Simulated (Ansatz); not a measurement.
# V (fcc): energy against volume

Method: Ansatz 0.2.0, DFT, LDA (PW92), plane waves (420 eV) with PAW, scalar-relativistic. The PAW files were generated under PBE, with cores re-solved for the functional.

The cell is scaled uniformly from the relaxed one, with fractional coordinates and shape fixed. Energies are extrapolated to zero smearing, pressures are those at the given smearing. Magnetic state: spin not included.

A Birch-Murnaghan fit gives V₀ = 12.96 Å³/atom, B₀ = 202 GPa, B₀′ = 3.8.

Task: What are the energy above the minimum and the pressure at 11.427 Å³/atom?

Result: 138.7 meV/atom and 32.36 GPa as computed.

Task: What are the energy above the minimum and the pressure at 14.024 Å³/atom?

Result: 48.7 meV/atom and -13.38 GPa as computed.

Task: What are the energy above the minimum and the pressure at 14.543 Å³/atom?

Result: 101.5 meV/atom and -18.33 GPa as computed.
